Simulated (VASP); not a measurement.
Set up this calculation in VASP 6.6.1, as the native input.

```yaml
Task: single point
Functional: PBEsol
Potentials_or_basis: VASP PAW PBE potentials, release 64 (Hg, Te)
Cutoff: 520 eV
k_mesh: 9 × 9 × 9
Occupations: gaussian, width 0.1 eV
Spin: no spin polarisation
Dipole_correction: no
Further_INCAR_settings: ALGO = Normal; EDIFF = 1e-07; NBANDS = 16
```

The structure of HgTe lies in POSCAR:

```
HgTe
1.0
    0.0557449310      3.2617460138      3.2617460138
    3.2617460138      0.0557449310      3.2617460138
    3.2617460138      3.2617460138      0.0557449310
Hg Te
1 1
Direct
    0.0019643715      0.0019643715      0.0019643715
    0.2480356285      0.2480356285      0.2480356285
```

The cell was built by a generator and isn't the measured one.

The cell isn't the ideal one: strained cell.

These files were run (other wordings do the same):

INCAR

```
SYSTEM = HgTe
PREC = Accurate
ENCUT = 520
EDIFF = 1E-7
ISMEAR = 0
SIGMA = 0.1
LREAL = .FALSE.
LASPH = .TRUE.
NELM = 100
ALGO = Normal
ISIF = 2
LWAVE = .FALSE.
LCHARG = .TRUE.
GGA = PS
LELF = .TRUE.
LVHAR = .TRUE.
NBANDS = 16
```

KPOINTS

```
Automatic mesh
0
G
  9 9 9
  0 0 0
```

Potentials or basis: VASP PAW PBE potentials, release 64 (Hg, Te).

The run is started by

```console
$ cat potpaw_PBE.64/Hg/POTCAR potpaw_PBE.64/Te/POTCAR > POTCAR
$ mpirun -np 1 vasp_std > vasp.out
```

Results of the run:

```yaml
Pressure: 1.0 GPa
Band_gap_on_the_k_mesh: none (metal or under the smearing width)
```

Caveat: the PAW data sets were made with another functional, which shifts forces and pressure a little.

Run time: 42 s on 1 thread of Intel(R) Xeon(R) 6975P-C (Granite Rapids) (shared host), peak memory 0.26 GiB.
